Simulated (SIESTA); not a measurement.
## CdO (Monteponite) under changes of volume

One of the cells (12.970 Å³/atom); the others are scaled copies at fixed shape and fractional positions:

```
CELL_PARAMETERS angstrom
0.00000 2.34950 2.34950
2.34950 0.00000 2.34950
2.34950 2.34950 0.00000
ATOMIC_POSITIONS crystal
Cd 0.00000 0.00000 0.00000
O 0.50000 0.50000 0.50000
```

```yaml
Program: SIESTA 5.4.2
Functional: revPBE
Potentials_or_basis: PseudoDojo 0.4 standard (PBE files)
Basis: DZP (energy shift 0.002 Ry)
Grid_cutoff: 800 Ry
Energy_shift: 0.002 Ry
k_mesh: 10 × 10 × 10
Occupations: fermi-dirac, width 0.05 eV
Spin: no spin polarisation
```

```tsv
volume (Å³/atom)	energy over the lowest point (meV/atom)	pressure (GPa)
12.191	103.73	21.9
12.451	71.99	17.5
12.710	46.75	13.7
12.970	27.57	10.1
13.229	13.79	7.0
13.488	?	?
13.748	0.00	1.5
```

Q: What does the run at 13.488 Å³/atom give?

A: Energy over the lowest point 4.65 meV/atom; pressure 4.2 GPa.

Worked out: A Birch-Murnaghan fit of order 3 (a polynomial in V^(-2/3)) to the other rows has its minimum at 13.93 Å³/atom, just outside them, with B0 = V·E''(V) = 120 GPa and B' = 4.6. It gives 4.73 meV/atom at 13.488 Å³/atom, against the run's 4.65, and -dE/dV = 4.2 GPa, against 4.2.

Energies are extrapolated to zero smearing.

Caveats: semicore shells carry a single zeta, which can move pressures by several GPa and volumes by a few percent; the potentials were made for another functional, which shifts forces and pressure; the basis of atomic orbitals isn't converged, which shifts pressures, moduli and gaps.
